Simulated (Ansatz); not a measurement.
# Ionic part of the dielectric constant of HfO$_{2}$ at 5 GPa, mode by mode

Computed with DFT PBE, scalar-relativistic, plane waves, PAW (Ansatz). Settings: 420 eV plane-wave cutoff, Γ-centred 6×6×6 mesh, fixed occupations. No spin polarisation. Phonons by linear response, acoustic sum rule imposed.

Symmetry: P4_2/nmc, No. 137, tetragonal system. The conventional cell has a = 3.580 Å, b = 3.580 Å, c = 5.191 Å, α = 90.00°, β = 90.00°, γ = 90.00°. Hf (site symmetry -4m2) is surrounded by 8 O at 2.07 to 2.38 Å. Around O (site symmetry 2mm) lie 4 Hf at 2.07 to 2.38 Å.

Spin–orbit coupling is left out, which matters for heavy elements. Other phases may be more stable at this pressure.

The primitive cell has V = 66.55 Å³ and ε∞,zz = 4.766. Each polar mode adds Δε = (4.92064×10⁷/V)·S/ν² along z, with S its oscillator strength in e²/amu, ν in cm⁻¹ and V in Å³.

Q: From these modes, find each Δε and ε0,zz.
```tsv
ν (cm⁻¹)	S_zz (e²/amu)
313.6	1.728
```

A:
| ν (cm⁻¹) | Δε |
| --- | --- |
| 313.6 | 13.00 |

The sum is 12.997, so ε0,zz = 17.76; the run's tensor has 17.76.

Q: Where do the longitudinal modes lie for a wave vector along z?

A: At 605 cm⁻¹. The Lyddane–Sachs–Teller product Π(ν_LO/ν_TO)² = 3.73 matches ε0/ε∞ = 3.73.

This form isn't the usual stable structure of the compound at low pressure.

Cost: 1 run of about 11 core-minutes, on AMD EPYC 7R43 (Zen 3) (shared hosts).